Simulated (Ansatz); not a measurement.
## Moments in Co

```
CELL_PARAMETERS angstrom
0.00000 1.79570 1.79570
1.79570 0.00000 1.79570
1.79570 1.79570 0.00000
ATOMIC_POSITIONS crystal
Co 0.00000 0.00000 0.00000
```

The geometry is COD entry 9012936, unchecked; take it as a test cell. It was measured hot, at 1300 K.

These are results of Ansatz 0.2.0, DFT, PBE, all-electron LAPW, scalar-relativistic, not measurements.

The runs use a Γ-centred 16×16×16 k mesh, Fermi–Dirac smearing of 0.08 eV, basis error target 1 meV/atom. PBE unless a row says otherwise.

Energies are extrapolated to zero smearing; site moments are those inside atomic spheres.

| run | E − E(first) (meV/atom) | spin moment Co (μB) | cell spin moment (μB) | gap (eV) | P (GPa) |
| --- | --- | --- | --- | --- | --- |
| ferromagnetic start | 0 | ? | 1.71 | none | -10.5 |
| no spin polarisation | ? | 0 | 0 | none | ? |
| spin-orbit coupling on | – | – | 1.70 | none | -10.5 |

(1) Give the missing entry: row "no spin polarisation", column "E − E(first) (meV/atom)".

(2) What belongs in the row "no spin polarisation", column "P (GPa)"?

(3) What belongs in the row "ferromagnetic start", column "spin moment Co (μB)"?

From crystal-made all-electron datasets, the contact spin densities (averaged over the Thomson radius about each nucleus) in the first state are Co -3.14 e/Å³ (up less down).

(4) What Fermi-contact hyperfine field is that at Co?

Results:

(1) 260.

(2) -22.2.

(3) 1.76.

(4) B = (2μ0/3) μB ρs(0) = 7.769 T·Å³ × (-3.14) = -24.4 T, opposed to the magnetisation of the spin-up electrons. Orbital and dipolar fields aren't included.
